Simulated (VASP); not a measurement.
# Ru (Im-3m) in VASP: a series of runs, part 2 of 2

VASP 6.6.1. The steps go on from the part before.

**3. Relaxation of cell and atoms, LDA**

This run uses another cell than the first one, of 13.52 Å³/atom, 1.083 times its volume.

Contents of INCAR:

```
PREC = Accurate
ENCUT = 600
EDIFF = 1E-7
ISMEAR = 1
SIGMA = 0.1
LREAL = False
LASPH = True
NELM = 80
ALGO = Normal
ISIF = 3
LWAVE = False
LCHARG = False
IBRION = 2
NSW = 90
EDIFFG = -0.005
```

Contents of KPOINTS:

```
regular mesh
0
Gamma
  18 18 18
```

Contents of POSCAR:

```
Ru                                      
1.0
   -1.5007176566      1.5007176566      1.5007176566
    1.5007176566     -1.5007176566      1.5007176566
    1.5007176566      1.5007176566     -1.5007176566
  Ru            
     1
Direct
     0.0000000000000000    1.0000000000000000    1.0000000000000000
```

Potentials or basis: VASP PAW LDA potentials, release 64 (Ru_pv).

Command:

```
$ cat potpaw_LDA.64/Ru_pv/POTCAR > POTCAR
$ mpirun -np 1 vasp_std > vasp.out
```

OUTCAR:

```text
PREC = Accurate
   ENCUT = 600
   EDIFF = 1E-7
   ISMEAR = 1
   LREAL = False
   LASPH = True
   NELM = 80
   ISIF = 3
   IBRION = 2
   NSW = 90
   EDIFFG = -0.005

 ion  position               nearest neighbor table
   1  0.000  0.000  0.000-

  LATTYP: Found a body centered cubic cell.
 ALAT       =     3.0014353132

  Lattice vectors:

 A1 = (  -1.5007176566,   1.5007176566,   1.5007176566)
[... 519 lines left out ...]
     11      23.9602      0.00000

 [... further k-points ...]

------------------------ aborting loop because EDIFF is reached ----------------------------------------

  FORCE on cell =-STRESS in cart. coord.  units (eV):
  Direction    XX          YY          ZZ          XY          YZ          ZX
  --------------------------------------------------------------------------------------
  -------------------------------------------------------------------------------------
  Total        0.0038987      0.0038987      0.0038987      0.0000000      0.0000000     -0.0000000
  in kB        0.4620289      0.4620289      0.4620289      0.0000000      0.0000000     -0.0000000
  external PRESSURE =       0.4620289 kB  Pullay stress =       0.0000000 kB

 VOLUME and BASIS-vectors are now :
 -----------------------------------------------------------------------------
  energy-cutoff  :      600.00
  volume of cell :       13.52
      direct lattice vectors                 reciprocal lattice vectors
    -1.500717657  1.500717657  1.500717657     0.000000000  0.333173930  0.333173930
     1.500717657 -1.500717657  1.500717657     0.333173930  0.000000000  0.333173930
     1.500717657  1.500717657 -1.500717657     0.333173930  0.333173930  0.000000000

 POSITION                                       TOTAL-FORCE (eV/Angst)
 -----------------------------------------------------------------------------------
      0.00000      0.00000      0.00000        -0.000000      0.000000     -0.000000
 -----------------------------------------------------------------------------------
    total drift:                                0.000000      0.000000      0.000000

  FREE ENERGIE OF THE ION-ELECTRON SYSTEM (eV)
  ---------------------------------------------------
  free  energy   TOTEN  =       -10.0198763640 eV

  energy  without entropy=      -10.0190764461  energy(sigma->0) =      -10.01960972

 reached required accuracy - stopping structural energy minimisation
```

OSZICAR:

```text
N       E                     dE             d eps       ncg     rms          rms(c)
DAV:   1     0.111837125657E+03    0.11184E+03   -0.94880E+03  4290   0.152E+03
DAV:   2    -0.922249414082E+01   -0.12106E+03   -0.11647E+03  4398   0.374E+02
DAV:   3    -0.106733568137E+02   -0.14509E+01   -0.14196E+01  5034   0.451E+01
DAV:   4    -0.106789993873E+02   -0.56426E-02   -0.56359E-02  4854   0.297E+00
DAV:   5    -0.106790360139E+02   -0.36627E-04   -0.36594E-04  5088   0.225E-01    0.140E+01
DAV:   6    -0.100690019768E+02    0.61003E+00   -0.13996E+00  4785   0.151E+01    0.438E+00
DAV:   7    -0.100250462771E+02    0.43956E-01   -0.13388E-01  5043   0.377E+00    0.128E+00
DAV:   8    -0.100200118105E+02    0.50345E-02   -0.11125E-02  4584   0.148E+00    0.837E-02
DAV:   9    -0.100198658917E+02    0.14592E-03   -0.33742E-04  4856   0.274E-01    0.306E-02
DAV:  10    -0.100198763981E+02   -0.10506E-04   -0.39586E-06  4862   0.235E-02    0.366E-03
DAV:  11    -0.100198763640E+02    0.34088E-07   -0.10483E-07  3302   0.485E-03
   1 F= -.10019876E+02 E0= -.10019610E+02  d E =-.100199E+02
```

Run time: 18 s. Hardware: 1 thread of Intel Xeon Platinum 8488C (Sapphire Rapids), shared host; peak memory 0.15 GiB.

Results:

```
Free energy             : -10.0199 eV
Pressure after relaxing : 0.0 GPa
Band gap on the k mesh  : none (metal or under the smearing width)
```

Final structure:
```
Ru
1.0
    -1.50072    1.50072    1.50072
     1.50072   -1.50072    1.50072
     1.50072    1.50072   -1.50072
Ru
1
Direct
  0.00000 0.00000 0.00000
```

Levels at points of the mesh, in eV from the Fermi level:
| k point | band 3 | band 4 | band 5 | band 6 | band 7 | band 8 | band 9 | band 10 | band 11 |
| --- | --- | --- | --- | --- | --- | --- | --- | --- | --- |
| (0.00, 0.00, 0.00) | -42.37 | -8.22 | -2.95 | -2.95 | -2.95 | -0.11 | -0.11 | 10.04 | 17.13 |
| (0.50, 0.00, 0.00) | -42.37 | -6.46 | -4.79 | -0.12 | 0.39 | 1.22 | 2.60 | 10.04 | 10.63 |
| (0.50, 0.50, 0.50) | -43.15 | -6.59 | -6.59 | 1.94 | 1.94 | 1.94 | 9.46 | 9.46 | 9.46 |

Caveat: the relaxation stopped at its first step, so nothing moved.

**4. Relaxation of cell and atoms, r2SCAN**

Contents of INCAR:

```
  PREC = Accurate
  ENCUT = 600
  EDIFF = 1E-6
  ISMEAR = 1
  SIGMA = 0.1
  LREAL = F
  LASPH = T
  NELM = 80
  ALGO = Normal
  ISIF = 3
  LWAVE = F
  LCHARG = F
  METAGGA = R2SCAN
  LMIXTAU = T
  IBRION = 2
  NSW = 90
  EDIFFG = -0.01
```

Contents of KPOINTS:

```
Automatic mesh
0
Gamma
  18 18 18
```

Contents of POSCAR:

```
Ru
1.0
   -1.4615672100      1.4615672100      1.4615672100
    1.4615672100     -1.4615672100      1.4615672100
    1.4615672100      1.4615672100     -1.4615672100
Ru
1
Direct
    0.0000000000      0.0000000000      0.0000000000
```

Potentials or basis: VASP PAW PBE potentials, release 64 (Ru_pv).

Command:

```
$ cat potpaw_PBE.64/Ru_pv/POTCAR > POTCAR
$ mpirun -np 1 vasp_std > vasp.out
```

Run time: 5.9 min. Hardware: 1 thread of Intel Xeon Platinum 8488C (Sapphire Rapids), shared host; peak memory 0.17 GiB.

Results (log left out):

* Free energy: -24.7755 eV
* Relaxed volume: 13.98 Å³/atom
* Relaxed cell: a = 2.629 Å, b = 2.629 Å, c = 2.629 Å, α = 109.47°, β = 109.47°, γ = 109.47°
* Space group after relaxing (to 0.05 Å): Im-3m (No. 229)
* Energy gained by relaxing: 190.2 meV/atom
* Ionic steps: 5
* Pressure after relaxing: 0.0 GPa
* Band gap on the k mesh: none (metal or under the smearing width)

Step by step:
| step | energy change (eV) | largest force (eV/Å) | pressure (GPa) | volume (Å³) |
| --- | --- | --- | --- | --- |
| 1 | 0.0000 | 0.0000 | 45.41 | 12.49 |
| 2 | 1.0362 | 0.0000 | -44.98 | 20.04 |
| 3 | -0.1858 | 0.0000 | -5.34 | 14.24 |
| 4 | -0.1901 | 0.0000 | -0.92 | 14.03 |
| 5 | -0.1902 | 0.0000 | 0.02 | 13.98 |

Final structure:
```
Ru
1.0
    -1.51772    1.51772    1.51772
     1.51772   -1.51772    1.51772
     1.51772    1.51772   -1.51772
Ru
1
Direct
  0.00000 0.00000 0.00000
```

Levels at points of the mesh, in eV from the Fermi level:
```csv
k point,band 4,band 5,band 6,band 7,band 8,band 9,band 10,band 11
"(0.00, 0.00, 0.00)",-8.35,-2.97,-2.97,-2.97,-0.08,-0.08,8.42,17.96
"(0.50, 0.00, 0.00)",-6.46,-4.79,-0.11,0.41,1.20,2.45,8.42,10.69
"(0.50, 0.50, 0.50)",-6.54,-6.54,1.82,1.82,1.82,9.78,9.78,9.78
```

Caveat: the PAW data sets were made with another functional, which shifts forces and pressure a little.

**5. Relaxation of cell and atoms, r2SCAN**

This run uses another cell than the first one, of 13.98 Å³/atom, 1.120 times its volume.

Changes to INCAR since step 4:

```diff
@@ -2,3 +2,3 @@
   ENCUT = 600
-  EDIFF = 1E-6
+  EDIFF = 1E-7
   ISMEAR = 1
@@ -16,2 +16,2 @@
   NSW = 90
-  EDIFFG = -0.01
+  EDIFFG = -0.005
```

KPOINTS is that of step 4.

Contents of POSCAR:

```
Ru                                      
1.0
   -1.5177249937      1.5177249937      1.5177249937
    1.5177249937     -1.5177249937      1.5177249937
    1.5177249937      1.5177249937     -1.5177249937
  Ru            
     1
Direct
     0.0000000000000000    0.0000000000000000    0.0000000000000000
```

Command:

```
$ cat potpaw_PBE.64/Ru_pv/POTCAR > POTCAR
$ mpirun -np 1 vasp_std > vasp.out
```

Run time: 91 s. Hardware: 1 thread of Intel Xeon Platinum 8488C (Sapphire Rapids), shared host; peak memory 0.17 GiB.

It converged, with:

* Free energy: -24.7763 eV
* Pressure after relaxing: 0.0 GPa
* Band gap on the k mesh: none (metal or under the smearing width)

Final structure:
```
Ru
1.0
    -1.51772    1.51772    1.51772
     1.51772   -1.51772    1.51772
     1.51772    1.51772   -1.51772
Ru
1
Direct
  0.00000 0.00000 0.00000
```

Levels at points of the mesh, in eV from the Fermi level:
```csv
k point,band 5,band 6,band 7,band 8,band 9,band 10
"(0.00, 0.00, 0.00)",-2.97,-2.97,-2.97,-0.08,-0.08,8.42
"(0.50, 0.00, 0.00)",-4.79,-0.11,0.41,1.20,2.45,8.42
"(0.50, 0.50, 0.50)",-6.54,1.82,1.82,1.82,8.42,9.78
```

Caveat: the relaxation stopped at its first step, so nothing moved; the PAW data sets were made with another functional, which shifts forces and pressure a little.
